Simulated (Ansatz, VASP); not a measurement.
# Si10H4C (CH3-terminated Si(111)): VASP beside Ansatz, part 2 of 3

Aim: how closely do two programs agree when they are given the same cell, functional and k mesh? The structure shown is the end of the VASP relaxation below.

VASP 6.6.1 and Ansatz 0.2.0.

So far: Set-up; VASP: relaxation, PBE.

**3. Ansatz: single point, PBE**

Level of this step: Ansatz beside VASP: Kohn-Sham DFT, plane waves, PBE (Ansatz).

Ansatz runs on its default PAW (the set named soft_2) files.

The same cell, functional, mesh and smearing now go to Ansatz, which takes its cutoff from its data sets.

Contents of input.yaml:

```yaml
crystal:
  lattice:
    - [3.86765086, 0.0, 0.0]
    - [1.93382543, 3.3494839, 0.0]
    - [0.0, 0.0, 33.13117574]
  atoms:
    - { symbol: Si, position: [0.33333333, 0.33333333, 0.28669676] }
    - { symbol: Si, position: [0.66666667, 0.66666667, 0.30962011] }
    - { symbol: Si, position: [0.66666667, 0.66666667, 0.38094018] }
    - { symbol: Si, position: [0.0, 0.0, 0.40465152] }
    - { symbol: Si, position: [0.0, 0.0, 0.47604979] }
    - { symbol: Si, position: [0.33333333, 0.33333333, 0.49967482] }
    - { symbol: Si, position: [0.33333333, 0.33333333, 0.57096004] }
    - { symbol: Si, position: [0.66666667, 0.66666667, 0.59458398] }
    - { symbol: Si, position: [0.66666667, 0.66666667, 0.66577819] }
    - { symbol: Si, position: [0.0, 0.0, 0.68991664] }
    - { symbol: H, position: [0.33333333, 0.33333333, 0.24125764] }
    - { symbol: H, position: [0.84763906, 0.30472188, 0.7600372] }
    - { symbol: H, position: [0.84763906, 0.84763906, 0.7600372] }
    - { symbol: H, position: [0.30472188, 0.84763906, 0.7600372] }
    - { symbol: C, position: [0.0, 0.0, 0.74799299] }
hamiltonian:
  xc: pbe
  pseudopotentials: { kind: paw }
kpoints:
  mp_grid: { grid: [9, 9, 1] }
scf:
  occupations: { method: gaussian, width: 0.03 }
  n_extra_bands: 7
efield:
  axis: 3
  dipole_correction: true
  ramp_width: 0.04
output:
  forces: true
  eigenvalues: true
```

Command:

```bash
> ansatz run input.yaml --threads 4 --pin off --max-ram 9216MiB --backend cpu --events-out ev --progress --plain --runs-dir out
```

Numbers of over 12 decimals in the logs are rounded to 6 here.

What it wrote:

```text
scf.n_extra_bands = 7 over 24 filled bands (N_el = 48.0): the run solves 31 bands
Engine: ansatz 0.2.0, x86_64-unknown-linux-gnu
Pseudopotentials: kind: paw
Pseudopotential: Si, paw, valence charge 4, recommended cutoff 420 eV (normal), Si.paw.azcp
Pseudopotential: H, paw, valence charge 1, recommended cutoff 420 eV (normal), H.paw.azcp
Pseudopotential: C, paw, valence charge 4, recommended cutoff 420 eV (normal), C.paw.azcp
Functional definition: PBE
  parameter kappa = 0.804
  parameter beta = 0.066725
  exchange = pbe_x(kappa = kappa, mu = beta*pi^2/3)
  correlation = pbe_c(beta = beta)
Crystal: 15 atoms, lattice volume = 429.202 Å³
Basis set: ecut = 420 eV, 8439 PW (Γ), exchange–correlation on 54×54×450 points (8 copies of the dense FFT grid, shifted against one another)
Bands: 31, of which v1, the nominal top of the filled ones, is band 24 counted from 1 (23 counted from 0)
Symmetry: 6 space group operations
Space group: P3m1 (ITA 156), of the structure as read, at distance tolerance 7.5e-5 Å
k-points: 12 of 81 (time reversal used)
Non-local potential: Si, projectors of the file, l = 0: 2, l = 1: 2, l = 2: 2
Non-local potential: H, projectors of the file, l = 0: 2, l = 1: 1
Non-local potential: C, projectors of the file, l = 0: 2, l = 1: 2, l = 2: 1
PAW form: soft (Blöchl's): semilocal exchange-correlation on the pseudo side does not see the compensation charge
PAW one-centre angular grid: Si, 110 points (default); XC on 64 Gauss nodes
PAW one-centre angular grid: H, 110 points (default); XC on 64 Gauss nodes
PAW one-centre angular grid: C, 110 points (default); XC on 64 Gauss nodes
Initial density: superposition of atomic densities (neutral atoms: chi_scale 0, normalization atom), corrected by the library's trained network
Initial wavefunctions: pseudopotential atomic-orbital guess
Functional: x = pbe(κ = 0.804, μ = 0.219515), c = pbe(β = 0.066725)
SCF iter   1: F=—  HF=-6673.130076 eV  |F-HF|=—  |Δ(HF+E_count)|=         —  Δρ=2.10e-3  dr2=2.30e-1  ethr=1.77e-3  p=0.065 e·Å  D=2.74e-2 V/Å  ΔV_dip=-0.91 eV  dr2_dipole=1.29e-3  V_vac-E_F(+/−)=2.96/3.86 eV  ⟨swp⟩=11.7  Hψ=2622  notcnv=0
efield: sawtooth ramp at fractional position 0.9806 (placed from the atoms, in the widest stretch of the axis that holds none; the zero of the levels goes with the place), width 0.0400; the density the first Hamiltonian is built on has a dipole p = 0.065 e·Å; the dipole correction subtracts the counter field D = 2.74e-2 V/Å, which shifts the + side's vacuum level by -0.91 eV against the − side's; the planar-averaged density in the ramp window peaks in size at 2.6e-5 e/Å³
preconditioner: auto → Resta (q_TF=auto, 1.894 Å⁻¹)  ε∞=3.5  [insulator: Δε(μ)=0.880 eV  Ē_g=7.926 eV  σ=0.030 eV  W_gap=1.00  n_scr=36 (ndim 8)  ℏωp=12.4 eV  f_vac=0.418  D(μ)=0.00/eV (n_scr^D=0)  ε∞_Penn≈3.5  vacuum switching on, ρ_ref=4.6e-3 e/Å³]
SCF iter   2: F=—  HF=-6673.103863 eV  |F-HF|=—  |Δ(HF+E_count)|=   2.62e-2  Δρ=9.62e-4  dr2=2.39e-2  ethr=4.80e-4  p=0.053 e·Å  D=2.23e-2 V/Å  ΔV_dip=-0.74 eV  dr2_dipole=3.94e-4  V_vac-E_F(+/−)=3.54/4.28 eV  ⟨swp⟩=3.6  Hψ=617  notcnv=0  defer=23
SCF iter   3: F=—  HF=-6673.102183 eV  |F-HF|=—  |Δ(HF+E_count)|=   1.68e-3  Δρ=4.62e-4  dr2=1.94e-3  ethr=4.99e-5  p=0.058 e·Å  D=2.43e-2 V/Å  ΔV_dip=-0.81 eV  dr2_dipole=6.45e-7  V_vac-E_F(+/−)=3.43/4.24 eV  ⟨swp⟩=3.0  Hψ=534  notcnv=0  defer=23
SCF iter   4: F=—  HF=-6673.102729 eV  |F-HF|=—  |Δ(HF+E_count)|=   5.46e-4  Δρ=2.01e-4  dr2=4.87e-4  ethr=4.03e-6  p=0.058 e·Å  D=2.43e-2 V/Å  ΔV_dip=-0.80 eV  dr2_dipole=1.55e-4  V_vac-E_F(+/−)=3.46/4.26 eV  ⟨swp⟩=2.2  Hψ=557  notcnv=0  defer=23
SCF iter   5: F=—  HF=-6673.102839 eV  |F-HF|=—  |Δ(HF+E_count)|=   1.10e-4  Δρ=8.26e-5  dr2=3.58e-4  ethr=1.02e-6  p=0.064 e·Å  D=2.70e-2 V/Å  ΔV_dip=-0.89 eV  dr2_dipole=1.58e-4  V_vac-E_F(+/−)=3.42/4.31 eV  ⟨swp⟩=2.0  Hψ=636  notcnv=0  defer=23
SCF iter   6: F=—  HF=-6673.102779 eV  |F-HF|=—  |Δ(HF+E_count)|=   5.99e-5  Δρ=4.12e-5  dr2=1.19e-5  ethr=7.46e-7  p=0.062 e·Å  D=2.62e-2 V/Å  ΔV_dip=-0.87 eV  dr2_dipole=1.91e-6  V_vac-E_F(+/−)=3.43/4.29 eV  ⟨swp⟩=1.2  Hψ=463  notcnv=0  defer=23
SCF iter   7: F=—  HF=-6673.102700 eV  |F-HF|=—  |Δ(HF+E_count)|=   7.95e-5  Δρ=1.75e-5  dr2=2.55e-6  ethr=2.48e-8  p=0.063 e·Å  D=2.66e-2 V/Å  ΔV_dip=-0.88 eV  dr2_dipole=3.77e-8  V_vac-E_F(+/−)=3.42/4.30 eV  ⟨swp⟩=2.0  Hψ=637  notcnv=0  defer=23
SCF iter   8: F=—  HF=-6673.102701 eV  |F-HF|=—  |Δ(HF+E_count)|=   1.32e-6  Δρ=4.99e-6  dr2=1.31e-7  ethr=5.31e-9  p=0.063 e·Å  D=2.67e-2 V/Å  ΔV_dip=-0.88 eV  dr2_dipole=1.08e-8  V_vac-E_F(+/−)=3.42/4.30 eV  ⟨swp⟩=2.0  Hψ=633  notcnv=0  defer=23
SCF iter   9: F=-6673.102701 eV  HF=-6673.102701 eV  |F-HF|=3.85e-9  |Δ(HF+E_count)|=   3.35e-8  Δρ=1.34e-6  dr2=1.66e-8  ethr=2.08e-10  p=0.063 e·Å  D=2.67e-2 V/Å  ΔV_dip=-0.88 eV  dr2_dipole=2.46e-10  V_vac-E_F(+/−)=3.41/4.30 eV  ⟨swp⟩=16.0  Hψ=1934  notcnv=0
SCF 1 converged in 9 iterations: F = -6673.102701 eV  dr2 = 1.66e-8
  greatest PAW one-centre occupation: 0.653 electrons in one spin orbital (limit 2), on the C atom at site 14 (counted from 0), in its partial waves of l = 0
SCF converged after 9 iterations
Free energy (F): -6673.102701 eV
Harris-Foulkes:  -6673.102701 eV  (|F-HF|=3.85e-9)
Internal energy: -6673.102701 eV  (E = F + TS)
E sigma→0 (E₀):  -6673.102701 eV
Fermi energy:    1.419357 eV
Dipole field:    D = 0.026693 V/Å  (p = 0.063313 e·Å, saw-weighted, corrected)
Work function:   Φ+ = 3.4144 eV   Φ− = 4.2988 eV
Levels:          The Fermi level and band energies are counted from a zero that moves with the ramp; work functions are not
--- Per-component energies (eV) ---
  E_band       = -208.831399
  E_kinetic    = 547.817355
  E_local      = -18085.382814  (includes V_loc(G=0)·N_el)
  E_nonlocal   = 292.602138
  E_hartree    = 8821.736677
  E_xc         = -634.974874
  E_vxc        = -571.979289  (∫ρ·V_xc dr)
  E_paw        = -5229.529963  (= ΣΔE_a)
  E_vpaw       = -34.472378  (= ΣTr[D̂ρ^β])
  E_aug_tail   = -0.005346  (compensation charges beyond the density's cutoff)
  E_efield     = 0.000845  (sawtooth field / dipole correction)
  E_vefield    = -0.880681  (∫n·V_field dr)
  E_ewald      = 7614.633280
  E_smearing   = -0.000000  (= −TS)
  E_closure    = 0.000000  (closes the sum)
  Σ components = -6673.102701   (vs F -6673.102701, Δ=0.00e0)
--- Forces (eV/Å), atoms counted from 1 ---
  atom   1  Si     0.00000000    -0.00000000    -0.02540908
  atom   2  Si    -0.00000000     0.00000000    -0.00723143
  atom   3  Si     0.00000000    -0.00000000    -0.01426040
  atom   4  Si    -0.00000000     0.00000000     0.01458471
  atom   5  Si     0.00000000    -0.00000000    -0.03259947
  atom   6  Si    -0.00000000     0.00000000    -0.00023525
  atom   7  Si     0.00000000    -0.00000000     0.00132645
  atom   8  Si    -0.00000000     0.00000000     0.00865675
  atom   9  Si     0.00000000    -0.00000000     0.03930374
  atom  10  Si    -0.00000000     0.00000000    -0.01754306
  atom  11  H      0.00000000     0.00000000     0.00705628
  atom  12  H     -0.00000000    -0.04595756    -0.00585434
  atom  13  H      0.03980042     0.02297878    -0.00585434
  atom  14  H     -0.03980042     0.02297878    -0.00585434
  atom  15  C     -0.00000000     0.00000000     0.04396357
  max |Σ_I F_I| component: 4.98e-5 eV/Å
--- Band table (eV; the first three rows and the last of 12) ---
  k-point 0: bands = [... 20 lower, 0.7465, 0.7465, 0.9816, 0.9816, 2.5266, 2.6587, 2.8823, 3.2234, ... 3 higher]
  k-point 1: bands = [... 20 lower, 0.1749, 0.3360, 0.5475, 0.8103, 3.0970, 3.2371, 3.2951, 3.4977, ... 3 higher]
  k-point 2: bands = [... 20 lower, -0.3125, 0.0607, 0.1027, 0.4012, 2.5116, 2.7550, 3.0634, 3.3929, ... 3 higher]
  k-point 11: bands = [... 20 lower, -1.4577, -1.2689, -1.2462, -1.1164, 3.0324, 3.0899, 3.1952, 4.0684, ... 3 higher]
```

It took 4.6 s on 4 threads of INTEL XEON PLATINUM 8581C at 2.10GHz (Emerald Rapids), shared host; peak memory 0.79 GiB.

**4. Comparison**

Known differences besides the potentials themselves: the cutoff is 420 eV in Ansatz and 440 eV in VASP (PREC = Normal, projectors in real space); VASP leaves aspherical gradient terms in its spheres out (LASPH is not set), Ansatz keeps them. Total energies have different zeros and are not compared.

Compared:

```csv
quantity,Ansatz,VASP,difference
gap on the k mesh (eV),0.877,0.879,-0.002
```

At this near-relaxed geometry the largest component of a force difference is 34 meV/Å. A gap on the mesh is an upper bound, since the band edges may lie between its points.

**5. What the set-up changes**

Further runs change the set-up of one program: Ansatz's method, potentials or start, or VASP's data sets, cutoff or form of LDA. The table gives Ansatz less VASP for each quantity, since a change that brings one quantity closer may part another.

```csv
run,r.m.s. force difference (meV/Å),gap on the k mesh (eV)
as above,12,-0.0020
Ansatz's larger PAW set (cutoff 1000 eV),13,4.8e-4
norm-conserving potentials (cutoff 1116 eV),17,-0.0032
```

**6. Ansatz: band structure, PBE**

The same path points are solved in both programs, so levels can be compared one by one.

Contents of input.yaml:

```yaml
crystal:
  lattice:
    - [3.8676508603, 0.0, 0.0]
    - [1.9338254302, 3.349483898, 0.0]
    - [0.0, 0.0, 33.1311757406]
  atoms:
    - { symbol: Si, position: [0.33333333, 0.33333333, 0.2866967592] }
    - { symbol: Si, position: [0.66666667, 0.66666667, 0.3096201072] }
    - { symbol: Si, position: [0.66666667, 0.66666667, 0.3809401839] }
    - { symbol: Si, position: [0.0, 0.0, 0.4046515214] }
    - { symbol: Si, position: [0.0, 0.0, 0.4760497862] }
    - { symbol: Si, position: [0.33333333, 0.33333333, 0.4996748157] }
    - { symbol: Si, position: [0.33333333, 0.33333333, 0.5709600402] }
    - { symbol: Si, position: [0.66666667, 0.66666667, 0.5945839777] }
    - { symbol: Si, position: [0.66666667, 0.66666667, 0.6657781926] }
    - { symbol: Si, position: [0.0, 0.0, 0.6899166421] }
    - { symbol: H, position: [0.33333333, 0.33333333, 0.2412576432] }
    - { symbol: H, position: [0.8476390588, 0.3047218824, 0.7600371993] }
    - { symbol: H, position: [0.8476390588, 0.8476390588, 0.7600371993] }
    - { symbol: H, position: [0.3047218824, 0.8476390588, 0.7600371993] }
    - { symbol: C, position: [0.0, 0.0, 0.7479929928] }
hamiltonian:
  xc: pbe
  pseudopotentials: { kind: paw }
kpoints:
  mp_grid: { grid: [9, 9, 1] }
  band_path:
    path:
      - [0.0, 0.0, 0.0]
      - [0.0, -0.03846, 0.0]
      - [0.0, -0.07692, 0.0]
      - [0.0, -0.15385, 0.0]
      - [0.0, -0.19231, 0.0]
      - [0.0, -0.26923, 0.0]
      - [0.0, -0.30769, 0.0]
      - [0.0, -0.34615, 0.0]
      - [0.0, -0.42308, 0.0]
      - [0.0, -0.46154, 0.0]
      - [0.0, -0.5, 0.0]
      - [0.02564, -0.48718, 0.0]
      - [0.05128, -0.47436, 0.0]
      - [0.10256, -0.44872, 0.0]
      - [0.12821, -0.4359, 0.0]
      - [0.17949, -0.41026, 0.0]
      - [0.20513, -0.39744, 0.0]
      - [0.25641, -0.37179, 0.0]
      - [0.28205, -0.35897, 0.0]
      - [0.30769, -0.34615, 0.0]
      - [0.33333, -0.33333, 0.0]
      - [0.30769, -0.30769, 0.0]
      - [0.25641, -0.25641, 0.0]
      - [0.23077, -0.23077, 0.0]
      - [0.20513, -0.20513, 0.0]
      - [0.15385, -0.15385, 0.0]
      - [0.12821, -0.12821, 0.0]
      - [0.07692, -0.07692, 0.0]
      - [0.05128, -0.05128, 0.0]
      - [0.0, 0.0, 0.0]
    npoints: 1
scf:
  occupations: { method: gaussian, width: 0.03 }
  n_extra_bands: 13
efield:
  axis: 3
  dipole_correction: true
  ramp_width: 0.04
output:
  forces: true
  eigenvalues: true
  write_density: true
  write_potential: true
  elf: true
  volumetric_format: npy
```

What it wrote:

```text
[...]
Crystal: 15 atoms, lattice volume = 429.202 Å³
Basis set: ecut = 420 eV, 8439 PW (Γ), exchange–correlation on 54×54×450 points (8 copies of the dense FFT grid, shifted against one another)
Bands: 37, of which v1, the nominal top of the filled ones, is band 24 counted from 1 (23 counted from 0)
Symmetry: 6 space group operations
[...]
k-point 0: bands = [... 20 lower, 0.7466, 0.7466, 0.9816, 0.9816, 2.5266, 2.6587, 2.8823, 3.2234, ... 9 higher]
  k-point 1: bands = [... 20 lower, 0.1749, 0.3360, 0.5475, 0.8103, 3.0970, 3.2372, 3.2951, 3.4977, ... 9 higher]
  k-point 2: bands = [... 20 lower, -0.3125, 0.0607, 0.1027, 0.4012, 2.5116, 2.7550, 3.0634, 3.3929, ... 9 higher]
  k-point 11: bands = [... 20 lower, -1.4577, -1.2689, -1.2462, -1.1164, 3.0324, 3.0899, 3.1952, 4.0684, ... 9 higher]
[key lines of the parts left out:]
SCF converged after 9 iterations
Free energy (F): -6673.102701 eV
Fermi energy:    1.419373 eV
Dipole field:    D = 0.026693 V/Å  (p = 0.063314 e·Å, saw-weighted, corrected)
Work function:   Φ+ = 3.4144 eV   Φ− = 4.2988 eV
```

Run time: 7.5 s. Hardware: 4 threads; peak memory 1 GiB.

[end of part 2 of 3]

[Lines on the potential files, build, host, timing and source positions are cut from VASP's logs without a mark.]

[Logs are printed without paths, hosts, clocks, repeated set-up lines and the standing remarks that a program may print on its own settings, such as how far it seeks lower states.]

[Hosts, paths, dates, database ids (printed as entryN), source tags and the programs' standing remarks are cut or masked in the printed files.]
